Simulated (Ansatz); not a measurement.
# BAs (NiAs type): the dielectric function from several functionals

How does BAs (NiAs type) absorb light if electrons and holes don't interact? Plan: optics with PBE on 9×9×4; optics with r2SCAN on 9×9×4.

Method: plane waves, PAW; no local fields, no excitons, in Ansatz 0.2.0.

2 further runs of the same task are left out: 2 that didn't finish. Runs told in other sessions of the task aren't counted.

## (1) The structure to begin with

Symmetry: P6_3/mmc, No. 194, hexagonal system. Conventional cell: a = 3.255 Å, b = 3.255 Å, c = 5.421 Å, α = 90.00°, β = 90.00°, γ = 120.00°. Around B (site symmetry -3m) lie 6 As at 2.32 Å. Around As (site symmetry -6m2) lie 6 B at 2.32 Å.

Coordinates:

```
B As
1.0
     3.25501    0.00000    0.00000
    -1.62751    2.81892    0.00000
     0.00000    0.00000    5.42102
B As
2 2
Direct
  0.00000 0.00000 0.00000
  0.00000 0.00000 0.50000
  0.33333 0.66667 0.25000
  0.66667 0.33333 0.75000
```

Cell and atoms come from an earlier r2SCAN relaxation.

## (2) Optics, PBE

Contents of input.yaml:

```yaml
crystal:
  lattice:
    - [3.2550128174, 0.0, 0.0]
    - [-1.6275064087, 2.8189237895, 0.0]
    - [0.0, 0.0, 5.4210204988]
  atoms:
    - { symbol: B, position: [0.0, 0.0, 0.0] }
    - { symbol: B, position: [0.0, 0.0, 0.5] }
    - { symbol: As, position: [0.3333333333, 0.6666666667, 0.25] }
    - { symbol: As, position: [0.6666666667, 0.3333333333, 0.75] }
kpoints:
  mp_grid: { grid: [9, 9, 4] }
hamiltonian:
  xc: pbe
scf:
  occupations: { method: fermi_dirac, width: 0.02 }
output:
  optics:
    e_range: [0, 12]
    de: 0.05
    sigma: 0.1
    bands: { spectra_wanted_up_to: 12 }
```

Run with:

```bash
ansatz run input.yaml --threads 4 --pin off --max-ram 3686MiB --backend cpu --events-out ev --progress --plain --runs-dir out
```

The program printed:

```text
Warning: RAYON_NUM_THREADS=4 ignored (pool sized by the plan → 4); use --threads N
Engine: ansatz 0.2.0, aarch64-unknown-linux-gnu
Pseudopotentials: kind: paw
Pseudopotential: B, paw, valence charge 3, recommended cutoff 420 eV (normal), B.paw.azcp
Pseudopotential: As, paw, valence charge 15, recommended cutoff 420 eV (normal), As.paw.azcp
Functional definition: PBE
  parameter kappa = 0.804
  parameter beta = 0.06672455060314922
  exchange = pbe_x(kappa = kappa, mu = beta*pi^2/3)
  correlation = pbe_c(beta = beta)
Crystal: 4 atoms, lattice volume = 49.741 Å³
Basis set: ecut = 420 eV, 991 PW (Γ)
Bands: 22, of which v1, the nominal top of the filled ones, is band 18 counted from 1 (17 counted from 0)
Symmetry: 24 space group operations
Space group: P63/mmc (ITA 194), of the structure as read, at distance tolerance 3.7e-5 Å
k-points: 36 of 324
Non-local potential: B, projectors of the file, l = 0: 2, l = 1: 2, l = 2: 1
Non-local potential: As, projectors of the file, l = 0: 2, l = 1: 2, l = 2: 3, l = 3: 1
PAW form: soft (Blöchl's): semilocal exchange-correlation on the pseudo side does not see the compensation charge
PAW one-centre angular grid: B, 110 points (default); XC on 64 Gauss nodes
PAW one-centre angular grid: As, 590 points (default); XC on 64 Gauss nodes
Initial density: superposition of atomic densities (neutral atoms: chi_scale 0, normalization atom), corrected by the library's trained network
Initial wavefunctions: pseudopotential atomic-orbital guess
Functional: x = pbe(κ = 0.804, μ = 0.2195149727645171), c = pbe(β = 0.06672455060314922)
SCF iter   1: F=—  HF=-10020.150882 eV  |F-HF|=—  |Δ(HF+E_count)|=         —  Δρ=3.64e-3  dr2=6.06e-3  ethr=1.77e-3  ⟨swp⟩=6.0  Hψ=3229  notcnv=0
preconditioner: auto → Resta (q_TF=auto, 2.585 Å⁻¹)  ε∞=6.3  [insulator: Δε(μ)=0.065 eV  Ē_g=9.161 eV  σ=0.020 eV  W_gap=0.53  n_scr=22 (ndim 8)  ℏωp=21.1 eV  f_vac=0.000  D(μ)=1.88/eV (n_scr^D=22)  ε∞_Penn≈6.3]
SCF iter   2: F=—  HF=-10020.149821 eV  |F-HF|=—  |Δ(HF+E_count)|=   1.06e-3  Δρ=1.82e-3  dr2=1.28e-3  ethr=1.68e-5  ⟨swp⟩=2.0  Hψ=1327  notcnv=0  defer=8
SCF iter   3: F=—  HF=-10020.149800 eV  |F-HF|=—  |Δ(HF+E_count)|=   2.06e-5  Δρ=3.95e-4  dr2=6.40e-5  ethr=3.57e-6  ⟨swp⟩=2.0  Hψ=1038  notcnv=0  defer=8
SCF iter   4: F=—  HF=-10020.149799 eV  |F-HF|=—  |Δ(HF+E_count)|=   6.79e-7  Δρ=4.60e-5  dr2=7.15e-7  ethr=1.78e-7  ⟨swp⟩=2.0  Hψ=1064  notcnv=0  defer=8
SCF iter   5: F=—  HF=-10020.149801 eV  |F-HF|=—  |Δ(HF+E_count)|=   1.84e-6  Δρ=9.57e-6  dr2=2.54e-8  ethr=1.99e-9  ⟨swp⟩=2.0  Hψ=1062  notcnv=0  defer=8
SCF iter   6: F=—  HF=-10020.149801 eV  |F-HF|=—  |Δ(HF+E_count)|=   2.82e-8  Δρ=1.49e-6  dr2=1.05e-9  ethr=7.05e-11  ⟨swp⟩=2.0  Hψ=1418  notcnv=0  defer=8
SCF iter   7: F=—  HF=-10020.149801 eV  |F-HF|=—  |Δ(HF+E_count)|=   1.15e-9  Δρ=6.20e-7  dr2=1.32e-10  ethr=2.93e-12  ⟨swp⟩=2.0  Hψ=1427  notcnv=0  defer=8
SCF iter   8: F=—  HF=-10020.149801 eV  |F-HF|=—  |Δ(HF+E_count)|=  1.36e-10  Δρ=1.65e-7  dr2=1.06e-11  ethr=1.00e-12  ⟨swp⟩=2.5  Hψ=1388  notcnv=0  defer=8
SCF iter   9: F=-10020.149801 eV  HF=-10020.149801 eV  |F-HF|=3.64e-12  |Δ(HF+E_count)|=  3.64e-12  Δρ=2.57e-8  dr2=3.48e-13  ethr=1.00e-12  ⟨swp⟩=3.6  Hψ=1961  notcnv=0
SCF 1 converged in 9 iterations: F = -10020.149801 eV  dr2 = 3.48e-13
NSCF: frozen V_eff on 36 k-points
Optics k sum: 0 of 36 k-points
[...]
output.optics: what the bands over the 36 summed would add to eps1, eps2 and the energy-loss function is held between a lower and an upper bound (6 Lanczos steps). eps1, eps2 and their loss function (loss_summed_bands) are given on every row as the summed bands alone make them. Along an axis, on a row where the two bounds hold the loss function to about 1 % of the greater of itself and 0.5 % of |1/eps|, its cell (loss_completed) is given, with the completed eps1 and eps2 that it is formed of (a cell that is left empty reads nan in the table and null in the record). The two bounds hold it so along every axis on all 240 rows up to 12.000 eV. The run works to bound the rows up to 12.000 eV and no higher ones: a peak of the loss function over that energy may be left empty with no warning. To have the run work for it, set output.optics.bands.spectra_wanted_up_to to a higher energy. perfect_screening_sum, loss_f_sum_n_eff and, beside carriers, perfect_screening_limit are those of loss_summed_bands: over the bounded function the two sums would run over rows that are not all bounded, and lack what the bands left out lay past the top of the energy grid. Bounded is said of the bands left out alone, which are those that the basis at basis.ecutwfc holds: it says nothing of that cutoff, of the k-point mesh, of what the sum inside its cells errs by (eps2_relative_error), of the factors of all_electron_strengths, nor of how far the SCF is converged. The bands left out are taken at the k-points, and what their mean over the points' cells stands off that by is in neither bound: the run's estimate of it, which the test of a row counts in, is 0.04 % of |eps| at the most among the values given; where the mean stood off by over 0.5 % the points' spread read 0.1 to 3 times that
SCF converged after 9 iterations
Free energy (F): -10020.149801 eV
Harris-Foulkes:  -10020.149801 eV  (|F-HF|=3.64e-12)
Internal energy: -10020.147305 eV  (E = F + TS)
E sigma→0 (E₀):  -10020.148553 eV
Entropy (-TS):   -0.002496 eV (-0.624 meV/atom)
Fermi energy:    12.646918 eV
--- Per-component energies (eV) ---
  E_band       = -364.189577
  E_kinetic    = 294.631538
  E_local      = -3057.926977  (includes V_loc(G=0)·N_el)
  E_nonlocal   = -1313.992131
  E_hartree    = 1744.623719
  E_xc         = -221.288991
  E_vxc        = -233.252153  (∫ρ·V_xc dr)
  E_paw        = -3828.353838  (= ΣΔE_a)
  E_vpaw       = 457.102694  (= ΣTr[D̂ρ^β])
  E_aug_tail   = 0.000014  (compensation charges beyond the density's cutoff)
  E_ewald      = -3637.840641
  E_smearing   = -0.002496  (= −TS)
  E_closure    = 0.000000  (closes the sum)
  Σ components = -10020.149801   (vs F -10020.149801, Δ=0.00e0)
--- Band table (eV; the first three rows and the last of 36) ---
  k-point 0: bands = ["-23.3463", "-23.3463", "-23.3447", "-23.3447", "-23.3423", "-23.3399", "-23.3399", "-23.3393", "-23.3314", "-23.3314", "-3.1714", "0.3546", "3.0017", "12.0395", "12.0395", "12.8931", "14.1215", "14.1215", "15.0381", "15.3306", "15.3306", "16.2437"]
  k-point 1: bands = ["-23.3468", "-23.3468", "-23.3454", "-23.3454", "-23.3419", "-23.3397", "-23.3379", "-23.3379", "-23.3322", "-23.3322", "-2.8866", "-0.7256", "4.6197", "10.7315", "12.2535", "12.2535", "13.6412", "13.6412", "15.6380", "15.7571", "15.7571", "16.1990"]
  k-point 2: bands = ["-23.3466", "-23.3466", "-23.3466", "-23.3466", "-23.3408", "-23.3408", "-23.3345", "-23.3345", "-23.3345", "-23.3345", "-2.0449", "-2.0449", "7.5089", "7.5089", "12.8487", "12.8487", "12.8487", "12.8487", "16.0194", "16.0194", "16.6988", "16.6988"]
  k-point 35: bands = ["-23.3445", "-23.3445", "-23.3415", "-23.3415", "-23.3386", "-23.3386", "-23.3362", "-23.3362", "-23.3276", "-23.3276", "1.9024", "1.9024", "4.3227", "4.3227", "5.9654", "5.9654", "12.6439", "12.6439", "13.2365", "13.2365", "14.8970", "14.8970"]
```

It took 86 s on 4 threads of Arm Neoverse V1, shared host; peak memory 0.82 GiB.

optics.tsv begins:

```
# eps2_relative_error = 0.0028
# drude_weight_relative_error = 0.0500
# drude_damping_ev = 0e0
# drude_plasma_energy_squared_ev2(xx yy zz xy xz yz) = 79.055985 79.055985 157.011553 0.000000 0.000000 0.000000
# drude_plasma_energy_ev(xx yy zz) = 8.891343 8.891343 12.530425
# f_sum_n_eff(xx yy zz) = 15.809034 15.809034 15.746110 of n_electrons = 36.000000
# n_bands = 36
# n_bands_set_by = photon_energy
# valid_up_to_ev = 15.030071
```

The dielectric function from optics.tsv (yy equals xx), one row in 8 (narrow peaks fall between the rows):

```csv
E (eV),ε₂ xx,ε₂ zz,ε₁ xx,ε₁ zz
0.05,56.68,152.64,-31394.00,-62356.00
0.45,99.92,170.27,-330.95,-602.31
0.85,87.37,280.20,-96.03,-277.25
1.25,52.26,62.16,-64.55,-175.05
1.65,29.26,30.99,-42.11,-102.03
2.05,14.39,17.50,-24.88,-68.63
2.45,11.28,10.23,-9.38,-48.29
2.85,16.68,6.46,-1.55,-35.15
3.25,25.55,4.66,-2.25,-26.15
3.65,18.25,4.49,-16.53,-19.74
4.05,11.03,3.79,-12.04,-16.46
4.45,7.85,3.50,-7.63,-13.12
4.85,7.32,3.18,-3.68,-11.58
5.25,13.84,2.71,-2.87,-9.81
5.65,11.79,2.19,-6.98,-8.62
6.05,10.06,1.73,-7.36,-7.18
6.45,8.13,1.72,-8.26,-5.87
6.85,6.09,1.77,-8.50,-5.26
7.25,4.01,1.54,-7.45,-4.65
7.65,3.21,1.44,-6.45,-3.94
8.05,2.49,1.49,-5.67,-3.52
8.45,2.00,1.49,-4.82,-3.10
8.85,1.76,1.54,-4.33,-2.76
9.25,1.40,1.59,-3.73,-2.67
9.65,1.27,1.43,-3.22,-2.57
10.05,1.14,1.21,-2.84,-2.36
10.45,1.03,1.11,-2.45,-2.11
10.85,1.08,1.00,-2.15,-1.90
11.25,1.04,0.95,-1.97,-1.68
11.65,0.93,0.93,-1.80,-1.49
```

Tallest peaks of ε₂ (mean of the periodic axes): 135.5 at 0.15 eV, 123.7 at 0.40 eV, 161.7 at 0.80 eV. The bands are partly filled, so the low end hangs on the mesh and the damping.

## (3) Optics, r2SCAN

input.yaml: that of step 2 with these lines changed.

```diff
@@ -13,3 +13,3 @@
 hamiltonian:
-  xc: pbe
+  xc: r2scan
 scf:
```

Run with:

```bash
ansatz run input.yaml --threads 4 --pin off --max-ram 3686MiB --backend cpu --events-out ev --progress --plain --runs-dir out
```

The program printed (excerpt; [...] marks lines left out):

```text
Warning: RAYON_NUM_THREADS=4 ignored (pool sized by the plan → 4); use --threads N
[...]
[... 1 set-up line as earlier in the session ...]
Pseudopotential: B, paw, valence charge 3, recommended cutoff 500 eV (meta_gga), B.paw.azcp
Pseudopotential: As, paw, valence charge 15, recommended cutoff 500 eV (meta_gga), As.paw.azcp
Functional definition: r2SCAN
[...]
Crystal: 4 atoms, lattice volume = 49.741 Å³
Basis set: ecut = 500 eV, 1285 PW (Γ), exchange–correlation on 96×96×160 points (64 copies of the dense FFT grid, shifted against one another)
Bands: 22, of which v1, the nominal top of the filled ones, is band 18 counted from 1 (17 counted from 0)
[... 2 set-up lines as earlier in the session ...]
k-points: 36 of 324
[...]
SCF iter   1: F=—  HF=-10037.942952 eV  |F-HF|=—  |Δ(HF+E_count)|=         —  Δρ=5.41e-3  dr2=1.70e-2  dr2_τ=7.89e-2  ethr=1.77e-3  ⟨swp⟩=6.1  Hψ=3428  notcnv=0
[...]
SCF iter   9: F=-10038.015352 eV  HF=-10038.015352 eV  |F-HF|=3.64e-12  |Δ(HF+E_count)|=  7.19e-10  Δρ=1.28e-7  dr2=9.19e-12  dr2_τ=1.21e-13  ethr=1.00e-12  ⟨swp⟩=2.4  Hψ=2280  notcnv=0
[...]
NSCF: frozen V_eff on 36 k-points
[...]
SCF converged after 9 iterations
Free energy (F): -10038.015352 eV
[...]
E sigma→0 (E₀):  -10038.013988 eV
Entropy (-TS):   -0.002729 eV (-0.682 meV/atom)
Fermi energy:    12.591061 eV
[...]
--- Band table (eV; the first three rows and the last of 36) ---
  k-point 0: bands = ["-24.2123", "-24.2123", "-24.2103", "-24.2103", "-24.2082", "-24.2082", "-24.2068", "-24.2035", "-24.1990", "-24.1990", "-4.0479", "-0.2623", "2.3491", "11.9178", "11.9178", "12.8350", "14.0547", "14.0547", "15.2710", "15.5115", "15.5115", "16.6826"]
[...]
```

It took 1.7 min on 4 threads of Arm Neoverse V1, shared host; peak memory 0.94 GiB.

optics.tsv begins:

```
# eps2_relative_error = 0.0027
# drude_weight_relative_error = 0.0500
# drude_damping_ev = 0e0
# drude_plasma_energy_squared_ev2(xx yy zz xy xz yz) = 81.089273 81.089273 159.718160 0.000000 0.000000 0.000000
# drude_plasma_energy_ev(xx yy zz) = 9.004958 9.004958 12.637965
# f_sum_n_eff(xx yy zz) = 16.649475 16.649475 16.575758 of n_electrons = 36.000000
# n_bands = 36
# n_bands_set_by = photon_energy
# valid_up_to_ev = 15.870922
```

The dielectric function from optics.tsv (yy equals xx), one row in 15 (narrow peaks fall between the rows):

```csv
E (eV),ε₂ xx,ε₂ zz,ε₁ xx,ε₁ zz
0.05,53.64,139.91,-32216.00,-63469.00
0.80,79.91,245.56,-90.00,-160.36
1.55,32.37,42.00,-45.52,-119.89
2.30,11.29,15.32,-19.63,-57.66
3.05,13.70,6.54,-1.88,-32.36
3.80,24.77,3.91,-9.49,-19.60
4.55,8.87,3.20,-9.49,-13.50
5.30,6.86,2.97,-2.99,-10.06
6.05,11.07,2.17,-5.86,-7.83
6.80,8.51,1.55,-7.03,-5.60
7.55,4.91,1.61,-7.58,-4.47
8.30,2.96,1.49,-5.71,-3.38
9.05,1.93,1.44,-4.42,-2.80
9.80,1.40,1.55,-3.56,-2.47
10.55,1.14,1.22,-2.71,-2.28
11.30,1.00,1.02,-2.09,-1.87
```

Tallest peaks of ε₂ (mean of the periodic axes): 131.7 at 0.15 eV, 145.2 at 0.90 eV. The bands are partly filled, so the low end hangs on the mesh and the damping.

## (4) The levels side by side

```csv
level,mesh,tallest peak of ε₂,time
PBE,9×9×4,161.7 at 0.80 eV,86 s
r2SCAN,9×9×4,145.2 at 0.90 eV,1.7 min
```

## (5) Summary of results

| quantity | value |
| --- | --- |
| tallest peak of ε₂, PBE | 161.7 at 0.80 eV |
| tallest peak of ε₂, r2SCAN | 145.2 at 0.90 eV |

What this shows: The bands overlap (by 6.0 to 6.3 eV on the mesh), so no ε∞ is quoted there; free carriers add a Drude term, which without damping shows in ε₁ alone. For such bands the peaks and the Drude weight on a 9×9×4 mesh aren't converged.
